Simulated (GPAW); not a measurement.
Crystal: Fe3Ge.

```xyz
4
Lattice="0.0000 2.8756 2.8756 2.8756 0.0000 2.8756 2.8756 2.8756 0.0000" Properties=species:S:1:pos:R:3 pbc="T T T"
Ge    0.0000    0.0000    0.0000
Fe    4.3134    4.3134    4.3134
Fe    1.4378    1.4378    1.4378
Fe    2.8756    2.8756    2.8756
```

The cell comes from a database or a generator and needn't be the stable form of this composition.

Base run:

- Program: GPAW 26.7.0
- Functional: PBEsol
- Potentials or basis: PAW data sets generated in the run's folder for this functional
- Cutoff: 600 eV
- Basis: pw
- k mesh: 8 × 8 × 8
- Occupations: fermi-dirac, width 0.05 eV
- Spin: collinear spin, ferromagnetic start
- Starting moments: [0.0, 3.0, 3.0, 3.0] μB
- Hubbard terms: Fe d U = 8 eV

Its results: pressure 31.3 GPa; net moment 9.62 μB per cell; site moments Ge -0.01; Fe +3.54, +3.09 μB.

**Question.** After a change of settings the same cell gave: pressure 24.3 GPa; net moment 9.30 μB per cell; site moments Ge -0.01; Fe +3.33, +3.03 μB. Which change was it?
A. hubbard terms from Fe d U = 8 eV to none
B. hubbard terms from Fe d U = 8 eV to Fe d U = 6 eV
C. hubbard terms from Fe d U = 8 eV to Fe d U = 1 eV
D. hubbard terms from Fe d U = 8 eV to none; band points from 80 to 100

**Answer.** B.

Caveats: the U is typed as a test and isn't derived for this compound; a pressure of tens of GPa on the cell as given is suspect, and the run, the potentials or the cell itself is likely at fault (some runs).
